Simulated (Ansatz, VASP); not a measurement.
HfO2: VASP beside Ansatz

Contents of INCAR:

```
SYSTEM = HfO2
PREC = Accurate ; ENCUT = 520
EDIFF = 1E-7 ; ISMEAR = 0
SIGMA = 0.01 ; LREAL = .False.
LASPH = .True. ; NELM = 100
ALGO = Normal ; ISIF = 2
LWAVE = .False. ; LCHARG = .False.
GGA = PE ; NBANDS = 18
```

The input KPOINTS:

```
regular mesh
0
Gamma
  8 8 8
  0 0 0
```

Contents of POSCAR:

```
HfO2
1.0
    0.0000000000      2.5291823181      2.5291823181
    2.5291823181      0.0000000000      2.5291823181
    2.5291823181      2.5291823181      0.0000000000
Hf O
1 2
Direct
    0.0000000000      0.0000000000      0.0000000000
    0.2500000000      0.2500000000      0.2500000000
    0.7500000000      0.7500000000      0.7500000000
```

Input for Ansatz:

```yaml
crystal:
  lattice:
    - [0.0, 2.5291823181, 2.5291823181]
    - [2.5291823181, 0.0, 2.5291823181]
    - [2.5291823181, 2.5291823181, 0.0]
  atoms:
    - { symbol: Hf, position: [0.0, 0.0, 0.0] }
    - { symbol: O, position: [0.25, 0.25, 0.25] }
    - { symbol: O, position: [0.75, 0.75, 0.75] }
kpoints:
  mp_grid: { grid: [8, 8, 8] }
  band_path:
    path:
      - [0.0, 0.0, 0.0]
      - [0.5, 0.0, 0.5]
      - [0.625, 0.25, 0.625]
      - [0.375, 0.375, 0.75]
      - [0.5, 0.5, 0.5]
      - [0.5, 0.25, 0.75]
      - [0.0, 0.5, 0.5]
    npoints: 1
hamiltonian:
  xc: pbe
scf:
  occupations: { method: fixed }
  n_extra_bands: 4
output:
  forces: true
  stress: true
  eigenvalues: true
```

Alike in both runs: task single point; functional PBE; k mesh 8 × 8 × 8; no spin polarisation.

```csv
,VASP,Ansatz
version,VASP 6.6.1,Ansatz 0.2.0
potentials or method,"VASP PAW PBE potentials, release 64 (Hf_pv, O)","plane waves, PAW"
plane-wave cutoff (eV),520,420
occupations,"gaussian, width 0.01 eV",fixed
valence electrons in the cell,22,38
```

|  | VASP | Ansatz | Ansatz less VASP |
| --- | --- | --- | --- |
| gap on the k mesh at the Fermi level (eV) | 3.82 | 3.80 | -0.017 |
| pressure (GPa) | 2.1 | 6.0 | +3.85 |

The two sets of potentials don't hold the same shells in valence.

Caveats: spin-orbit coupling is left out, which moves the levels of the heavy elements. A k mesh can miss the band edges.
